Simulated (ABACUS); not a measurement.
# Al (Pm-3m) in ABACUS: further runs, part 2 of 2

ABACUS 3.10.1.

## 3. Single point, PBE (cell strained by +0.03 along c)

File INPUT:

```
INPUT_PARAMETERS
suffix              Al
calculation         scf
basis_type          pw
pseudo_dir          ./
symmetry            1
dft_functional      pbe
ecutwfc             41
pseudo_rcut         7
nspin               1
nbands              6
ks_solver           dav
smearing_method     fd
smearing_sigma      0.00367493
scf_thr             1e-08
scf_nmax            100
mixing_type         broyden
mixing_beta         0.7
cal_force           1
cal_stress          1
kpar                4
```

File STRU:

```
ATOMIC_SPECIES
Al 26.9815 Al.upf

LATTICE_CONSTANT
1.8897261246

LATTICE_VECTORS
2.7217600000 0.0000000000 0.0000000000
0.0000000000 2.7217600000 0.0000000000
0.0000000000 0.0000000000 2.8034128000

ATOMIC_POSITIONS
Cartesian

Al
0.0
1
0.0000000000 0.0000000000 0.0000000000 1 1 1
```

File KPT:

```
K_POINTS
0
Gamma
7 7 7 0 0 0
```

Potentials or basis: PseudoDojo NC SR 0.4.1 PBE standard, plane waves.

On the command line:

```sh
$ OMP_NUM_THREADS=1 mpirun -np 4 abacus > log
```

running log:

```text
ABACUS v3.10.1

               Atomic-orbital Based Ab-initio Computation at UStc

 ------------------------------------------------------------------------------------

 READING GENERAL INFORMATION
                           global_out_dir = OUT.Al/
                           global_in_card = INPUT
                               pseudo_dir = ./
                              orbital_dir =
                                    DSIZE = 4
                                    GSIZE = 1

 READING UNITCELL INFORMATION
                                    ntype = 1
                  lattice constant (Bohr) = 1.88973
              lattice constant (Angstrom) = 1

 READING ATOM TYPE 1
                               atom label = Al
                      L=0, number of zeta = 1
                      L=1, number of zeta = 1
                      L=2, number of zeta = 1
             number of atom for this type = 1

                        TOTAL ATOM NUMBER = 1
CARTESIAN COORDINATES ( UNIT =       1.889726124600 Bohr ).
    atom                   x                   y                   z     mag                  vx                  vy                  vz
tauc_Al1            0.0000000000        0.0000000000        0.0000000000  0.0000        0.0000000000        0.0000000000        0.0000000000

                          Volume (Bohr^3) = 140.147
                             Volume (A^3) = 20.7676

 Lattice vectors: (Cartesian coordinate: in unit of a_0)
             +2.72176                  +0                  +0
                   +0            +2.72176                  +0
                   +0                  +0            +2.80341
 Reciprocal vectors: (Cartesian coordinate: in unit of 2 pi/a_0)
            +0.367409                  -0                  +0
                   -0           +0.367409                  -0
                   +0                  -0           +0.356708
 The esolver type has been set to : ksdft_pw

                PAO radial cut off (Bohr) = 7

 Read in pseudopotential file is Al.upf
                     pseudopotential type = NC
          exchange-correlation functional = PBE
                 nonlocal core correction = 1
                        valence electrons = 3
[... 177 lines left out ...]
 -------------------------------------------
                                 init_chg = atomic

 PW ALGORITHM --------------- ION=   1  ELEC=   1--------------------------------
 Notice: Threshold on eigenvalues was too large.
 hsover_error=0.03 > DRHO=0.00315799
 Origin diag ethr = 0.01
 New diag ethr = 0.000105266

 Density error is 0.00308732743783
                          Error Threshold = 0.000105266260769
----------------------------------------------------------
     Energy           Rydberg                 eV
----------------------------------------------------------
 E_KohnSham     -4.6080957517        -62.6963591532
 E_Harris       -4.5977851363        -62.5560760336
 E_Fermi        0.4014158797         5.4615432310
----------------------------------------------------------
[... 39 lines left out ...]
 Density error is 3.1117477984e-09
                          Error Threshold = 1.46823742384e-09
----------------------------------------------------------
     Energy           Rydberg                 eV
----------------------------------------------------------
 E_KohnSham     -4.6081331465        -62.6968679344
 E_KS(sigma->0) -4.6079927422        -62.6949576371
 E_Harris       -4.6081320245        -62.6968526694
 E_band         0.3673270650         4.9977411138
 E_one_elec     2.3495531987         31.9673112558
 E_Hartree      0.0353837193         0.4814201989
 E_xc           -2.0781585201        -28.2747972212
 E_Ewald        -4.9146307358        -66.8669815732
 E_entropy(-TS) -0.0002808084        -0.0038205948
 E_descf        0.0000000000         0.0000000000
 E_exx          0.0000000000         0.0000000000
 E_Fermi        0.3968977060         5.4000703243
----------------------------------------------------------

 charge density convergence is achieved
 final etot is -62.696867934 eV
 EFERMI = 5.4000703243 eV

 STATE ENERGY(eV) AND OCCUPATIONS    NSPIN == 1
 1/10 kpoint (Cartesian) = 0.0000 0.0000 0.0000 (619 pws)
       1       -4.04459     0.00583090
       2        13.0239    3.51513e-69
       3        13.4647    5.21547e-73
       4        13.5000    2.57597e-73
       5        14.6178    5.02818e-83
       6        14.6178    5.02818e-83
[... 33 lines left out ...]
 6/10 kpoint (Cartesian) = 0.10497 0.052487 0.0000 (632 pws)
       1       -2.04574      0.0466472
       2        6.11352    2.96419e-08
       3        11.3500    9.72861e-54
       4        15.1937    4.00641e-87
       5        16.5149        0.00000
       6        20.1155        0.00000

[... levels at 4 further k points ...]

------------------------------------------------------------------------------------------
 TOTAL-FORCE (eV/Angstrom)
------------------------------------------------------------------------------------------
                       Al1         0.0000000000         0.0000000000         0.0000000000
------------------------------------------------------------------------------------------

----------------------------------------------------------------
 TOTAL-STRESS (KBAR)
----------------------------------------------------------------
        -6.2861367455         0.0000000000        -0.0000000000
         0.0000000000        -6.2861367455        -0.0000000000
         0.0000000000         0.0000000000       -43.1058798556
----------------------------------------------------------------
 TOTAL-PRESSURE: -18.559384 KBAR

 --------------------------------------------
 !FINAL_ETOT_IS -62.6968679344439934 eV
 --------------------------------------------
```

It took 0.64 s on 4 MPI ranks of Intel Xeon 6975P-C (Granite Rapids), shared host; peak memory 0.2 GiB.

Results:

```
Free energy            : -62.6969 eV
Pressure               : -1.9 GPa
Band gap on the k mesh : none (metal or under the smearing width)
```

Levels at points of the mesh, in eV from the Fermi level:
```
           k point  band 1  band 2
(0.00, 0.00, 0.00)   -9.44    7.62
```

## 4. Single point, PBE (cell strained by +0.06 along c)

Changes to INPUT since step 3:

```diff
@@ -20,2 +20,4 @@
 cal_stress          1
-kpar                4
+out_chg             1
+out_pot             2
+out_elf             1
```

Changes to STRU since step 3:

```diff
@@ -9,3 +9,3 @@
 0.0000000000 2.7217600000 0.0000000000
-0.0000000000 0.0000000000 2.8034128000
+0.0000000000 0.0000000000 2.8850656000
```

KPT is that of step 3.

Potentials or basis: PseudoDojo NC SR 0.4.1 PBE standard, plane waves.

On the command line:

```sh
$ OMP_NUM_THREADS=1 mpirun -np 4 abacus > log
```

running log:

```text
ABACUS v3.10.1

               Atomic-orbital Based Ab-initio Computation at UStc

 ------------------------------------------------------------------------------------

 READING GENERAL INFORMATION
                           global_out_dir = OUT.Al/
                           global_in_card = INPUT
                               pseudo_dir = ./
                              orbital_dir =
                                    DSIZE = 4
                                    GSIZE = 1

 READING UNITCELL INFORMATION
                                    ntype = 1
                  lattice constant (Bohr) = 1.88973
              lattice constant (Angstrom) = 1

 READING ATOM TYPE 1
                               atom label = Al
                      L=0, number of zeta = 1
                      L=1, number of zeta = 1
                      L=2, number of zeta = 1
[... 296 lines left out ...]
       4        13.3440    2.75527e-74
       5        14.5264    1.47948e-84
       6        14.5264    1.47948e-84
[... 33 lines left out ...]
 6/40 kpoint (Cartesian) = 0.10497 0.052487 0.0000 (157 pws)
       1       -2.12840      0.0466472
       2        6.01965    9.15574e-10
       3        11.2273    5.35158e-55
       4        14.1069    5.20843e-80
       5        15.8437        0.00000
       6        19.9423        0.00000

[... levels at 34 further k points ...]

------------------------------------------------------------------------------------------
 TOTAL-FORCE (eV/Angstrom)
------------------------------------------------------------------------------------------
                       Al1         0.0000000000         0.0000000000         0.0000000000
------------------------------------------------------------------------------------------

----------------------------------------------------------------
 TOTAL-STRESS (KBAR)
----------------------------------------------------------------
       -10.7476346754         0.0000000000         0.0000000000
         0.0000000000       -10.7476346754        -0.0000000000
         0.0000000000        -0.0000000000       -65.8434138860
----------------------------------------------------------------
 TOTAL-PRESSURE: -29.112894 KBAR

 --------------------------------------------
 !FINAL_ETOT_IS -62.6750380848420647 eV
 --------------------------------------------
```

stdout:

```text
ABACUS v3.10.1

               Atomic-orbital Based Ab-initio Computation at UStc

 UNIFORM GRID DIM        : 24 * 24 * 24
 UNIFORM GRID DIM(BIG)   : 24 * 24 * 24
 ---------------------------------------------------------
[... 22 lines left out ...]
----------------------------------------------------------------
 TOTAL-STRESS (KBAR)
----------------------------------------------------------------
       -10.7476346754         0.0000000000         0.0000000000
         0.0000000000       -10.7476346754        -0.0000000000
         0.0000000000        -0.0000000000       -65.8434138860
----------------------------------------------------------------
 TOTAL-PRESSURE: -29.112894 KBAR
```

It took 0.83 s on 4 MPI ranks of Intel Xeon 6975P-C (Granite Rapids), shared host; peak memory 0.2 GiB.

Results:

```yaml
Free_energy: -62.6750 eV
Pressure: -2.9 GPa
Band_gap_on_the_k_mesh: none (metal or under the smearing width)
```

Stress tensor (GPa, compression positive):
```
-1.07  0.00  0.00
 0.00 -1.07  0.00
 0.00  0.00 -6.58
```

Levels at points of the mesh, in eV from the Fermi level:
```tsv
k point	band 1	band 2
(0.00, 0.00, 0.00)	-9.26	7.27
```

## 5. The runs side by side

```tsv
cell	gap on the mesh (eV)	pressure (GPa)
as given	none	-0.4
cell strained by +0.03 along c	none	-1.9
cell strained by +0.06 along c	none	-2.9
```

Alike in all rows: task single point; level PBE; potentials or basis PseudoDojo NC SR 0.4.1 PBE standard, plane waves; no spin polarisation; k mesh 7 × 7 × 7; cutoff (eV) 558; smearing fermi-dirac 0.05 eV.

Total energies depend on the potentials used, so only differences within one code and one set of settings carry meaning.
